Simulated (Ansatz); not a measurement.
# C in Ansatz: the effect of functional

The system is C.

```xyz
2
Lattice="0.0000 1.7834 1.7834 1.7834 0.0000 1.7834 1.7834 1.7834 0.0000" Properties=species:S:1:pos:R:3 pbc="T T T"
C     2.6751    2.6751    2.6751
C     1.7834    1.7834    1.7834
```

This isn't the form of C at room conditions, which is graphite.

Alike in all runs:

| Property | Result |
| --- | --- |
| Program | Ansatz 0.2.0 |
| Task | projected density of states |
| Potentials or basis | Ansatz PAW |
| k mesh | 7 × 7 × 7 |
| Occupations | fermi-dirac, width 0.05 eV |
| Spin | no spin polarisation |

| functional | cutoff | gap on the mesh (eV) | pressure (GPa) |
| --- | --- | --- | --- |
| LDA | 420 eV (not typed: the program's choice for these potentials) | 4.23 | -13.1 |
| PBE | 420 eV (not typed: the program's choice for these potentials) | ? | ? |
| PBEsol | 420 eV (not typed: the program's choice for these potentials) | 4.13 | -4.8 |
| RPBE | 420 eV (not typed: the program's choice for these potentials) | 4.27 | 8.0 |
| revPBE | 420 eV (not typed: the program's choice for these potentials) | 4.27 | 6.4 |
| BLYP | 420 eV (not typed: the program's choice for these potentials) | 4.56 | 11.0 |
| r2SCAN | 500 eV (not typed: the program's choice for these potentials) | 4.49 | -2.4 |
| HSE06 | 420 eV (not typed: the program's choice for these potentials) | 5.41 | -8.2 |
| PBE0 | 420 eV (not typed: the program's choice for these potentials) | 6.16 | -8.3 |
| r2SCAN0 | 500 eV (not typed: the program's choice for these potentials) | 6.27 | -10.4 |

Problem. What does the run with functional PBE give?

Solution. gap on the mesh 4.27 eV; pressure 1.8 GPa.

Caveats: all runs use coarse meshes; odd divisions of the mesh miss points on the zone boundary, where band edges often lie, so the gap on the mesh can be too wide; the density of states is complete only up to the lowest level of the last band computed; the PAW data sets come from PBE, with cores solved anew for the run's functional, which leaves a small shift of forces and pressure (some runs); the thresholds are loose for stress (some runs).

A k mesh can miss the band edges.
